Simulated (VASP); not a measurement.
# Ni2H (P-3m1) in VASP: further runs

One crystal, Ni2H, is run at these levels: r2SCAN; tasks: single point.

All numbers are computed with VASP 6.6.1; they aren't measurements. Logs are shortened: lines on timing, memory, paths and dates and some standing lists are left out, and cuts for length are marked.

## Step 1: The crystal as given

It takes space group P-3m1 (No. 164, trigonal). The conventional cell has a = 2.643 Å, b = 2.643 Å, c = 4.308 Å, α = 90.00°, β = 90.00°, γ = 120.00°. Ni (site symmetry 3m) has 3 H at 1.83 Å as nearest neighbours. H (site symmetry -3m) is surrounded by 6 Ni at 1.83 Å.

## Step 2: Single point, r2SCAN, collinear spin, ferromagnetic start

Input file INCAR:

```
SYSTEM = Ni2H
ADDGRID  = .FALSE.      
ALGO     = Normal         ! electronic algorithm
EDIFF    = 1E-6           ! SCF threshold, eV
ENCUT    = 460            ! plane-wave cutoff, eV
ISIF     = 2              ! what is computed and relaxed
ISMEAR   = 0              ! smearing method
ISPIN    = 2              ! spin polarisation
LASPH    = .TRUE.         ! aspherical terms in the spheres
LCHARG   = .FALSE.        ! write CHGCAR
LMAXMIX  = 4              ! l up to which the mixer works
LMIXTAU  = .TRUE.       
LORBIT   = 11             ! projections on sites
LREAL    = .FALSE.        ! projectors in reciprocal space
LWAVE    = .FALSE.        ! write WAVECAR
MAGMOM   = 1 1 0          ! initial moments
METAGGA  = R2SCAN         ! meta-GGA
NBANDS   = 22             ! bands
NELM     = 100            ! most SCF steps
PREC     = Accurate       ! precision mode
SIGMA    = 0.05           ! smearing width, eV
```

Input file KPOINTS:

```
k-points
0
G
  5 5 3
  0 0 0
```

Input file POSCAR:

```
Ni2H
1.0
    2.6430000000      0.0000000000      0.0000000000
   -1.3215000000      2.2889051422      0.0000000000
    0.0000000000      0.0000000000      4.3080000000
Ni H
2 1
Direct
    0.6666666667      0.3333333333      0.7670000000
    0.3333333333      0.6666666667      0.2330000000
    0.0000000000      0.0000000000      0.0000000000
```

Potentials or basis: VASP PAW PBE potentials, release 64 (Ni, H_s).

On the command line:

```bash
$ cat potpaw_PBE.64/Ni/POTCAR potpaw_PBE.64/H_s/POTCAR > POTCAR
$ mpirun -np 1 vasp_std > vasp.out
```

OUTCAR:

```text
SYSTEM = Ni2H
   EDIFF = 1E-6
   ENCUT = 460
   ISIF = 2
   ISMEAR = 0
   ISPIN = 2
   LASPH = .TRUE.
   LORBIT = 11
   LREAL = .FALSE.
   METAGGA = R2SCAN
   NELM = 100
   PREC = Accurate

 Found     12 irreducible k-points:

 Following reciprocal coordinates:
            Coordinates               Weight
  0.000000  0.000000  0.000000      1.000000
  0.200000  0.000000  0.000000      6.000000
  0.400000  0.000000  0.000000      6.000000
  0.200000  0.200000  0.000000      6.000000
  0.400000  0.200000  0.000000      6.000000
  0.000000  0.000000  0.333333      2.000000
   k-points           NKPTS =     12   k-points in BZ     NKDIM =     12   number of bands    NBANDS=     22
   number of dos      NEDOS =    301   number of ions     NIONS =      3
   total plane-waves  NPLWV =   9720
   dimension x,y,z NGX =    18 NGY =   18 NGZ =   30
   dimension x,y,z NGXF=    36 NGYF=   36 NGZF=   60
   ions per type =               2   1
   NGX,Y,Z   is equivalent  to a cutoff of  11.32, 11.32, 11.58 a.u.
   NGXF,Y,Z  is equivalent  to a cutoff of  22.64, 22.64, 23.15 a.u.
 SYSTEM =  Ni2H
   PREC   = accura    normal or accurate (medium, high low for compatibility)
   ISTART =      0    job   : 0-new  1-cont  2-samecut
   ICHARG =      2    charge: 1-file 2-atom 10-const
   ISPIN  =      2    spin polarized calculation?
   LNONCOLLINEAR =      F non collinear calculations
   LSORBIT =      F    spin-orbit coupling
   LASPH  =      T    aspherical Exc in radial PAW
   ENCUT  =  460.0 eV  33.81 Ry    5.81 a.u.   4.62  4.62  7.53*2*pi/ulx,y,z
   NELM   =    100;   NELMIN=  2; NELMDL= -5     # of ELM steps
   EDIFF  = 0.1E-05   stopping-criterion for ELM
   LREAL  =      F    real-space projection
   EDIFFG = 0.1E-04   stopping-criterion for IOM
   NSW    =      0    number of steps for IOM
   IBRION =     -1    ionic relax: 0-MD 1-quasi-New 2-CG
   NFREE  =      0    steps in history (QN), initial steepest desc. (CG)
   ISIF   =      2    stress and relaxation
   ISYM   =      2    0-nonsym 1-usesym 2-fastsym
   POTIM  = 0.5000    time-step for ionic-motion
   TEBEG  =    0.0;   TEEND  =   0.0 temperature during run
   PSTRESS=    0.0 pullay stress
   NELECT =      21.0000    total number of electrons
   NUPDOWN=      -1.0000    fix difference up-down
   EMIN   =  10.00;   EMAX   =-10.00  energy-range for DOS
   EFERMI =   0.00;   METHOD = LEGACY
   ISMEAR =     0;   SIGMA  =   0.05  broadening in eV -4-tet -1-fermi 0-gaus
   EFERMI_NEDOS =   21; number of points for ismear=-14 and -15
   IALGO  =     38    algorithm
   IMIX   =      4    mixing-type and parameters
     AMIX     =   0.40;   BMIX     =  1.00
     AMIX_MAG =   1.60;   BMIX_MAG =  1.00
  volume/ion in A,a.u.               =       8.69        58.62
  Fermi-wavevector in a.u.,A,eV,Ry     =   1.523401  2.878811 31.575750  2.320752
  Thomas-Fermi vector in A             =   2.631850
   LORBIT       =     11    0 simple, 1 ext, 2 COOP (PROOUT), +10 PAW based schemes
   METAGGA = R2SCAN    functional components
   LHFCALC =     F    Hartree Fock is set to
   AEXX    =    0.0000 exact exchange contribution
   IVDW    =     0    specifies the selected vdW correction
   LEPSILON=     F    determine dielectric tensor
   LRPA    =     F    only Hartree local field effects (RPA)
 spin polarized calculation
 Gauss-broadening in eV      SIGMA  =   0.05
  energy-cutoff  :      460.00
  volume of cell :       26.06
 maximum number of plane-waves:       591
   NGX =  9   NGY =  9   NGZ = 15

 number of electron      20.9999995 magnetization       0.9200508

 Free energy of the ion-electron system (eV)
  ---------------------------------------------------
  ext. energy  EPLUGINS =         0.00000000
  ---------------------------------------------------
  free energy    TOTEN  =       -26.96389627 eV

  energy without entropy =      -26.95624775  energy(sigma->0) =      -26.96007201

 E-fermi :   7.7370     XC(G=0): -13.6063

 val. band max:        7.7230461886   @ k =   0.4000   0.2000   0.0000
 cond. band min:       7.7510572180   @ k =   0.2000   0.2000   0.0000
 fundamental gap:      0.0280110294
 Fermi energy:         7.7369891354

 spin component 1

 k-point     1 :       0.0000    0.0000    0.0000
  band No.  band energies     occupation
      1      -3.5261      1.00000
      2       3.1977      1.00000
      3       5.2973      1.00000
      4       5.5063      1.00000
      5       5.5065      1.00000
      6       5.6792      1.00000
[... 14 lines left out ...]
     21      33.1598      0.00000
     22      35.7627      0.00000

 k-point     2 :       0.2000    0.0000    0.0000
  band No.  band energies     occupation
      1      -2.4964      1.00000
      2       3.8487      1.00000
      3       4.2092      1.00000
      4       5.1724      1.00000
      5       5.5008      1.00000
      6       5.6747      1.00000
[... 14 lines left out ...]
     21      33.2639      0.00000
     22      33.3359      0.00000

 k-point     3 :       0.4000    0.0000    0.0000
  band No.  band energies     occupation
      1      -0.3237      1.00000
      2       3.5070      1.00000
      3       4.0791      1.00000
      4       5.0884      1.00000
      5       5.4115      1.00000
      6       5.6029      1.00000
[... 14 lines left out ...]
     21      32.1198      0.00000
     22      34.5394      0.00000

 k-point     4 :       0.2000    0.2000    0.0000
  band No.  band energies     occupation
      1      -0.8506      1.00000
      2       3.8247      1.00000
      3       4.4199      1.00000
      4       4.6939      1.00000
      5       5.2861      1.00000
      6       5.6158      1.00000
[... 14 lines left out ...]
     21      34.2733      0.00000
     22      35.9082      0.00000

 k-point     5 :       0.4000    0.2000    0.0000
  band No.  band energies     occupation
      1       0.3493      1.00000
      2       3.8816      1.00000
      3       4.2556      1.00000
      4       4.8175      1.00000
      5       5.3247      1.00000
      6       5.5164      1.00000
[... 14 lines left out ...]
     21      37.1750      0.00000
     22      39.2520      0.00000

 k-point     6 :       0.0000    0.0000    0.3333
  band No.  band energies     occupation
      1      -3.0680      1.00000
      2       2.0360      1.00000
      3       5.0799      1.00000
      4       5.4164      1.00000
      5       5.4332      1.00000
      6       5.4334      1.00000
[... 14 lines left out ...]
     21      33.9935      0.00000
     22      33.9936      0.00000

 [... further k-points ...]

 spin component 2

 k-point     1 :       0.0000    0.0000    0.0000
  band No.  band energies     occupation
      1      -3.6457      1.00000
      2       3.5650      1.00000
      3       5.2722      1.00000
      4       6.0816      1.00000
      5       6.0817      1.00000
      6       6.3435      1.00000
[... 14 lines left out ...]
     21      33.1507      0.00000
     22      35.8164      0.00000

 k-point     2 :       0.2000    0.0000    0.0000
  band No.  band energies     occupation
      1      -2.6024      1.00000
      2       4.2687      1.00000
      3       4.4262      1.00000
      4       5.8005      1.00000
      5       6.1920      1.00000
      6       6.3045      1.00000
[... 14 lines left out ...]
     21      33.3264      0.00000
     22      33.4381      0.00000

 k-point     3 :       0.4000    0.0000    0.0000
  band No.  band energies     occupation
      1      -0.3447      1.00000
      2       3.7784      1.00000
      3       4.6712      1.00000
      4       5.5247      1.00000
      5       6.0226      1.00000
      6       6.0877      1.00000
[... 14 lines left out ...]
     21      32.2071      0.00000
     22      34.6287      0.00000

 k-point     4 :       0.2000    0.2000    0.0000
  band No.  band energies     occupation
      1      -0.9070      1.00000
      2       4.0734      1.00000
      3       4.9612      1.00000
      4       5.2956      1.00000
      5       5.8730      1.00000
      6       6.1579      1.00000
[... 14 lines left out ...]
     21      34.3556      0.00000
     22      35.9768      0.00000

 k-point     5 :       0.4000    0.2000    0.0000
  band No.  band energies     occupation
      1       0.3884      1.00000
      2       4.2171      1.00000
      3       4.8265      1.00000
      4       5.3236      1.00000
      5       5.8371      1.00000
      6       5.9901      1.00000
[... 14 lines left out ...]
     21      37.2231      0.00000
     22      39.2494      0.00000

 k-point     6 :       0.0000    0.0000    0.3333
  band No.  band energies     occupation
      1      -3.1799      1.00000
      2       2.0034      1.00000
      3       5.5684      1.00000
      4       5.9884      1.00000
      5       5.9885      1.00000
      6       6.1299      1.00000
[... 14 lines left out ...]
     21      34.0968      0.00000
     22      34.0970      0.00000

 [... further k-points ...]

------------------------ aborting loop because EDIFF is reached ----------------------------------------

  FORCE on cell =-STRESS in cart. coord.  units (eV):
  Direction    XX          YY          ZZ          XY          YZ          ZX
  --------------------------------------------------------------------------------------
  -------------------------------------------------------------------------------------
  Total       -2.4002752     -2.4002752     -2.5556572      0.0000000     -0.0000000      0.0000000
  in kB     -147.5607871   -147.5607871   -157.1131465      0.0000000     -0.0000000      0.0000000
  external PRESSURE =    -150.7449069 kB  Pullay stress =       0.0000000 kB

 VOLUME and BASIS-vectors are now :
 -----------------------------------------------------------------------------
  energy-cutoff  :      460.00
  volume of cell :       26.06
      direct lattice vectors                 reciprocal lattice vectors
     2.643000000  0.000000000  0.000000000     0.378357927  0.218445051  0.000000000
    -1.321500000  2.288905142  0.000000000     0.000000000  0.436890102  0.000000000
     0.000000000  0.000000000  4.308000000     0.000000000  0.000000000  0.232126277

 POSITION                                       TOTAL-FORCE (eV/Angst)
 -----------------------------------------------------------------------------------
      1.32150      0.76297      3.30424         0.000000      0.000000     -0.998307
     -0.00000      1.52594      1.00376        -0.000000     -0.000000      0.998307
      0.00000      0.00000      0.00000         0.000000      0.000000      0.000000
 -----------------------------------------------------------------------------------
    total drift:                                0.000000     -0.000000     -0.000000

  FREE ENERGIE OF THE ION-ELECTRON SYSTEM (eV)
  ---------------------------------------------------
  free  energy   TOTEN  =       -26.9638962655 eV

  energy  without entropy=      -26.9562477502  energy(sigma->0) =      -26.96007201

 total charge

# of ion       s       p       d       tot
------------------------------------------
    1        0.421   0.457   8.394   9.273
    2        0.421   0.457   8.394   9.273
    3        0.696   0.084   0.000   0.780
--------------------------------------------------
tot          1.538   0.999  16.788  19.326

 magnetization (x)

# of ion       s       p       d       tot
------------------------------------------
    1       -0.003  -0.018   0.509   0.487
    2       -0.003  -0.018   0.509   0.487
    3       -0.003  -0.005   0.000  -0.008
--------------------------------------------------
tot         -0.010  -0.042   1.017   0.965
```

It took 2.4 min on 1 thread of Intel Xeon Platinum 8175M at 2.50GHz (Skylake/Cascade Lake), shared host; peak memory 0.14 GiB.

The run converged, but some of its settings lie outside the range that counts as converged, so its numbers aren't taken as properties of the crystal.

What came out:

```
Free energy                                           : -26.9639 eV
Pressure                                              : -15.1 GPa
Largest force                                         : 0.998 eV/Å
Band gap on the k mesh                                : none (metal or under the smearing width)
Net moment                                            : 0.92 μB per cell
Site moments                                          : Ni +0.49; H -0.01 μB
Valence electrons inside the program's atomic spheres : Ni 9.27; H 0.78
```

Caveat: the k mesh is coarse (spacing up to 0.55 Å⁻¹), so the values aren't converged; the PAW data sets were made with another functional, which shifts forces and pressure a little.

## Step 3: Single point, r2SCAN, collinear spin, ferromagnetic start

Changes to INCAR since step 2:

```diff
@@ -20,2 +20,2 @@
 PREC     = Accurate       ! precision mode
-SIGMA    = 0.05           ! smearing width, eV
+SIGMA    = 0.5            ! smearing width, eV
```

KPOINTS is that of step 2.

POSCAR is that of step 2.

Potentials or basis: VASP PAW PBE potentials, release 64 (Ni, H_s).

On the command line:

```bash
$ cat potpaw_PBE.64/Ni/POTCAR potpaw_PBE.64/H_s/POTCAR > POTCAR
$ mpirun -np 1 vasp_std > vasp.out
```

Run time: 96 s. Hardware: 1 thread of Intel Xeon Platinum 8175M at 2.50GHz (Skylake/Cascade Lake), shared host; peak memory 0.14 GiB.

These settings aren't checked as converged: the numbers below hold their error.

Results:

```
Free energy                                           : -27.1871 eV
Pressure                                              : -14.3 GPa
Largest force                                         : 1.042 eV/Å
Band gap on the k mesh                                : none (metal or under the smearing width)
Net moment                                            : 0.81 μB per cell
Site moments                                          : Ni +0.43; H -0.01 μB
Valence electrons inside the program's atomic spheres : Ni 9.27; H 0.78
```

Caveat: the k mesh is coarse (spacing up to 0.55 Å⁻¹), so the values aren't converged; the PAW data sets were made with another functional, which shifts forces and pressure a little.

## Step 4: Single point, r2SCAN, collinear spin, ferromagnetic start

Changes to INCAR since step 3:

```diff
@@ -20,2 +20,2 @@
 PREC     = Accurate       ! precision mode
-SIGMA    = 0.5            ! smearing width, eV
+SIGMA    = 0.2            ! smearing width, eV
```

KPOINTS is that of step 3.

POSCAR is that of step 3.

On the command line:

```bash
$ cat potpaw_PBE.64/Ni/POTCAR potpaw_PBE.64/H_s/POTCAR > POTCAR
$ mpirun -np 1 vasp_std > vasp.out
```

It took 95 s on 1 thread of Intel Xeon Platinum 8175M at 2.50GHz (Skylake/Cascade Lake), shared host; peak memory 0.14 GiB.

These settings aren't checked as converged: the numbers below hold their error.

Results:

| Property | Result |
| --- | --- |
| Free energy | -27.0138 eV |
| Pressure | -14.8 GPa |
| Largest force | 0.887 eV/Å |
| Band gap on the k mesh | none (metal or under the smearing width) |
| Net moment | 0.92 μB per cell |
| Site moments | Ni +0.49; H -0.01 μB |
| Valence electrons inside the program's atomic spheres | Ni 9.27; H 0.78 |

Caveat: the k mesh is coarse (spacing up to 0.55 Å⁻¹), so the values aren't converged; the PAW data sets were made with another functional, which shifts forces and pressure a little.

## Step 5: Single point, r2SCAN, collinear spin, ferromagnetic start

Changes to INCAR since step 4:

```diff
@@ -20,2 +20,2 @@
 PREC     = Accurate       ! precision mode
-SIGMA    = 0.2            ! smearing width, eV
+SIGMA    = 0.01           ! smearing width, eV
```

KPOINTS is that of step 4.

POSCAR is that of step 4.

On the command line:

```bash
$ cat potpaw_PBE.64/Ni/POTCAR potpaw_PBE.64/H_s/POTCAR > POTCAR
$ mpirun -np 1 vasp_std > vasp.out
```

It took 90 s on 1 thread of Intel Xeon Platinum 8175M at 2.50GHz (Skylake/Cascade Lake), shared host; peak memory 0.14 GiB.

The run converged, but some of its settings lie outside the range that counts as converged, so its numbers aren't taken as properties of the crystal.

What came out:

```
Free energy                                           : -26.9627 eV
Pressure                                              : -15.1 GPa
Largest force                                         : 1.050 eV/Å
Band gap on the k mesh                                : none (metal or under the smearing width)
Net moment                                            : 0.92 μB per cell
Site moments                                          : Ni +0.49; H -0.01 μB
Valence electrons inside the program's atomic spheres : Ni 9.27; H 0.78
```

Caveat: the k mesh is coarse (spacing up to 0.55 Å⁻¹), so the values aren't converged; the PAW data sets were made with another functional, which shifts forces and pressure a little.
